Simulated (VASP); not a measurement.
## Te under changes of volume

One of the cells (31.404 Å³/atom); the others are scaled copies at fixed shape and fractional positions:

```
Te
1.0
     4.27509    0.00000    0.00000
    -2.13755    3.70234    0.00000
     0.00000    0.00000    5.95222
Te
3
Direct
  0.71469 0.71469 0.00000
  0.00000 0.28531 0.66667
  0.28531 0.00000 0.33333
```

```yaml
Program: VASP 6.6.1
Functional: LDA
Potentials_or_basis: VASP PAW LDA potentials, release 64 (Te)
Cutoff: 520 eV
k_mesh: 6 × 6 × 4
Occupations: gaussian, width 0.02 eV
Spin: no spin polarisation
```

```csv
volume (Å³/atom),energy over the lowest point (meV/atom),pressure (GPa),largest force (eV/Å)
30.147,9.94,2.6,0.151
30.775,2.40,1.2,0.070
31.404,0.00,0.0,0.006
32.032,2.20,-1.1,0.076
32.660,?,?,?
```

Problem. What does the run at 32.660 Å³/atom give?

Solution. Energy over the lowest point 8.50 meV/atom; pressure -2.1 GPa; largest force 0.141 eV/Å.

Worked out: A Birch-Murnaghan fit of order 2 (a polynomial in V^(-2/3)) to the other rows has its minimum at 31.41 Å³/atom with B0 = V·E''(V) = 59 GPa at fixed shape and positions, which overstates the stiffness. It gives 8.60 meV/atom at 32.660 Å³/atom, against the run's 8.50, and -dE/dV = -2.1 GPa, against -2.1.

Energies are extrapolated to zero smearing.
